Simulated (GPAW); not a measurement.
AlN:

```
Al N
1.0
     0.00000    2.18399    2.18399
     2.18399    0.00000    2.18399
     2.18399    2.18399    0.00000
Al N
1 1
Direct
  0.00000 0.00000 0.00000
  0.25000 0.25000 0.25000
```

Measurements of this composition are mostly on another form, of space group No. 186.

Base run:

| Quantity | Value |
| --- | --- |
| Program | GPAW 26.7.0 |
| Functional | MS2 |
| Potentials or basis | GPAW PAW data sets (gpaw-data 1.2.1) |
| Cutoff | 800 eV |
| Basis | pw |
| k mesh | 10 × 10 × 10 |
| Occupations | fermi-dirac, width 0.05 eV |
| Spin | no spin polarisation |

Its results: band gap on the k mesh 3.64 eV, indirect (least direct gap 4.57 eV).

Problem. The run is repeated on the same cell with these changes: functional from MS2 to vdW-DF-cx; band points from 80 to 60. What comes out?

Solution. Band gap on the k mesh 3.29 eV, indirect (least direct gap 4.27 eV).
